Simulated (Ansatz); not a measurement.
An Ansatz input:

```yaml
crystal:
  lattice:
    - [0.0, 3.3638628127, 3.3638628127]
    - [3.3638628127, 0.0, 3.3638628127]
    - [3.3638628127, 3.3638628127, 0.0]
  atoms:
    - { symbol: In, position: [0.125, 0.125, 0.125] }
    - { symbol: In, position: [0.875, 0.875, 0.875] }
hamiltonian:
  xc: pbe
  pseudopotentials:
    kind: paw_fr
    azcp:
      In: "pseudopotentials/In.paw.azcp"
basis:
  ecutwfc: 420
  fft_grid_basis: typed
kpoints:
  mp_grid: { grid: [8, 8, 8], shift: [0, 0, 0] }
magnetization:
  noncollinear: true
  spin_orbit: true
scf:
  occupations: { method: fermi_dirac, width: 0.1 }
```

and its output:

```
Engine: ansatz 0.2.0, x86_64-unknown-linux-gnu
Pseudopotentials: kind: paw_fr
Pseudopotential: In, paw_fr, valence charge 13, recommended cutoff 420 eV (normal) 
Functional definition: PBE
  parameter kappa = 0.804
  parameter beta = 0.06672455060314922
  exchange = pbe_x(kappa = kappa, mu = beta*pi^2/3)
  correlation = pbe_c(beta = beta)
non-collinear run that drives no moment, with spin-orbit: no starting moment large enough to seed its density (crystal.atoms[].spin), no starting occupations that ask for one, no magnetisation constraint and no magnetic field, so the semilocal B_xc is pinned to zero
Crystal: 2 atoms, lattice volume = 76.128 Å³
Basis set: ecut = 420 eV, 1459 PW (Γ)
Bands: 34, of which v1, the nominal top of the filled ones, is band 26 counted from 1 (25 counted from 0)
Symmetry: 48 space group operations + 48 with time reversal
Magnetic group: BNS 227.129 (UNI 1631), of the structure as read, at distance tolerance 4.2e-5 Å
k-points: 29 of 512
Projection manifold: j_resolved (fully-relativistic pseudo-atomic orbitals)
Non-local potential: In, projectors of the file, l = 0: 2, l = 1: 4, l = 2: 4, l = 3: 4
PAW form: soft (Blöchl's): semilocal exchange-correlation on the pseudo side does not see the compensation charge
PAW one-centre angular grid: In, 590 points (default); XC on 64 Gauss nodes
Initial density: superposition of atomic densities (chi_scale 0.1, normalization cell)
Initial wavefunctions: pseudopotential atomic-orbital guess
Functional: x = pbe(κ = 0.804, μ = 0.2195149727645171), c = pbe(β = 0.06672455060314922)
SCF iter   1: F=—  HF=-11198.894827 eV  |F-HF|=—  |Δ(HF+E_count)|=         —  Δρ=1.30e-2  dr2=1.17e-1  dr2_m=0.00e0 (ungated)  ethr=3.10e-3  |M|=0.00e0 ∫|m|=0.00e0 μB  |m|>n=0.0e0 m-floor=0.0e0 τ_xc=0.0e0  β_m=0.30  ⟨swp⟩=7.9  Hψ=2564  notcnv=0  defer=6
spin=Noncollinear: Kerker preconditioning applied to the charge; magnetization (m_x, m_y, m_z) channels mix plain (no charge-response kernel on spin).
SCF iter   2: F=—  HF=-11198.879861 eV  |F-HF|=—  |Δ(HF+E_count)|=   1.50e-2  Δρ=1.02e-2  dr2=6.74e-2  dr2_m=0.00e0 (ungated)  ethr=4.49e-4  |M|=0.00e0 ∫|m|=0.00e0 μB  |m|>n=0.0e0 m-floor=0.0e0 τ_xc=0.0e0  β_m=0.65  ⟨swp⟩=1.1  Hψ=612  notcnv=0  defer=14
SCF iter   3: F=—  HF=-11198.882074 eV  |F-HF|=—  |Δ(HF+E_count)|=   2.21e-3  Δρ=3.00e-3  dr2=4.37e-3  dr2_m=0.00e0 (ungated)  ethr=2.59e-4  |M|=0.00e0 ∫|m|=0.00e0 μB  |m|>n=0.0e0 m-floor=0.0e0 τ_xc=0.0e0  β_m=0.82  ⟨swp⟩=2.0  Hψ=948  notcnv=0  defer=14
SCF iter   4: F=—  HF=-11198.883274 eV  |F-HF|=—  |Δ(HF+E_count)|=   1.20e-3  Δρ=1.47e-3  dr2=1.22e-3  dr2_m=0.00e0 (ungated)  ethr=1.68e-5  |M|=0.00e0 ∫|m|=0.00e0 μB  |m|>n=0.0e0 m-floor=0.0e0 τ_xc=0.0e0  β_m=0.71  ⟨swp⟩=2.0  Hψ=860  notcnv=0  defer=16
SCF iter   5: F=—  HF=-11198.882943 eV  |F-HF|=—  |Δ(HF+E_count)|=   3.31e-4  Δρ=5.23e-4  dr2=2.61e-4  dr2_m=0.00e0 (ungated)  ethr=4.69e-6  |M|=0.00e0 ∫|m|=0.00e0 μB  |m|>n=0.0e0 m-floor=0.0e0 τ_xc=0.0e0  β_m=0.86  ⟨swp⟩=2.0  Hψ=759  notcnv=0  defer=16
SCF iter   6: F=—  HF=-11198.883069 eV  |F-HF|=—  |Δ(HF+E_count)|=   1.26e-4  Δρ=1.73e-4  dr2=3.17e-5  dr2_m=0.00e0 (ungated)  ethr=1.00e-6  |M|=0.00e0 ∫|m|=0.00e0 μB  |m|>n=0.0e0 m-floor=0.0e0 τ_xc=0.0e0  β_m=0.93  ⟨swp⟩=2.0  Hψ=847  notcnv=0  defer=16
SCF iter   7: F=—  HF=-11198.883103 eV  |F-HF|=—  |Δ(HF+E_count)|=   3.38e-5  Δρ=3.55e-5  dr2=7.51e-7  dr2_m=0.00e0 (ungated)  ethr=1.22e-7  |M|=0.00e0 ∫|m|=0.00e0 μB  |m|>n=0.0e0 m-floor=0.0e0 τ_xc=0.0e0  β_m=0.96  ⟨swp⟩=3.0  Hψ=900  notcnv=0  defer=20
SCF iter   8: F=-11198.883104 eV  HF=-11198.883103 eV  |F-HF|=2.79e-8  |Δ(HF+E_count)|=   3.59e-7  Δρ=5.96e-6  dr2=2.24e-8  dr2_m=0.00e0 (ungated)  ethr=3.85e-10  |M|=0.00e0 ∫|m|=0.00e0 μB  |m|>n=0.0e0 m-floor=0.0e0 τ_xc=0.0e0  ⟨swp⟩=1.0  Hψ=1457  notcnv=0
SCF 1 converged in 8 iterations: F = -11198.883104 eV  dr2 = 2.24e-8
SCF converged after 8 iterations
Magnetization: |M| = 0.0000 μB,  M = (+0.0000, +0.0000, +0.0000) μB
Absolute magnetization: 0.0000 μB (∫|m|)
  site 0: m = (+0.0000, +0.0000, +0.0000) μB, |m| = 0.0000 μB  (R = 1.20 Å)
  site 1: m = (+0.0000, +0.0000, +0.0000) μB, |m| = 0.0000 μB  (R = 1.20 Å)
Free energy (F): -11198.883104 eV
Harris-Foulkes:  -11198.883103 eV  (|F-HF|=2.79e-8)
Internal energy: -11198.825347 eV  (E = F + TS)
E sigma→0 (E₀):  -11198.854225 eV
Entropy (-TS):   -0.057757 eV (-28.878 meV/atom)
Fermi energy:    5.472736 eV
--- Per-component energies (eV) ---
  E_band       = -164.329818
  E_kinetic    = 482.097197
  E_local      = -2868.020537  (includes V_loc(G=0)·N_el)
  E_nonlocal   = 731.776586
  E_hartree    = 1143.515779
  E_xc         = -430.580881
  E_vxc        = -197.978124  (∫ρ·V_xc dr)
  E_paw        = -8309.111225  (= ΣΔE_a)
  E_vpaw       = -599.240440  (= ΣTr[D̂ρ^β])
  E_aug_tail   = 0.000052  (compensation charges beyond the density's cutoff)
  E_ewald      = -1948.502318
  E_smearing   = -0.057757  (= −TS)
  E_closure    = 0.000000  (closes the sum)
  Σ components = -11198.883104   (vs F -11198.883104, Δ=0.00e0)
```
